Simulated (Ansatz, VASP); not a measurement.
# Al in VASP and in Ansatz

```
Al
1.0
     0.00000    2.02210    2.02210
     2.02210    0.00000    2.02210
     2.02210    2.02210    0.00000
Al
1
Direct
  0.00000 0.00000 0.00000
```

Alike in both runs: task single point; functional r2SCAN; k mesh 18 × 18 × 18; occupations gaussian, width 0.05 eV; no spin polarisation.

|  | VASP | Ansatz |
| --- | --- | --- |
| version | VASP 6.6.1 | Ansatz 0.2.0 |
| potentials or method | VASP PAW PBE potentials, release 64 (Al) | scalar-relativistic, plane waves, PAW |
| plane-wave cutoff (eV) | 520 | 500 |
| valence electrons in the cell | 3 | 3 |

|  | VASP | Ansatz | Ansatz less VASP |
| --- | --- | --- | --- |
| gap on the k mesh at the Fermi level (eV) | none | none | - |
| pressure (GPa) | -3.6 | -3.3 | +0.29 |

A gap of «none» marks a metal or a gap that the smearing closes.

Caveats: the PAW data sets were made with another functional, which shifts forces and pressure a little (VASP).
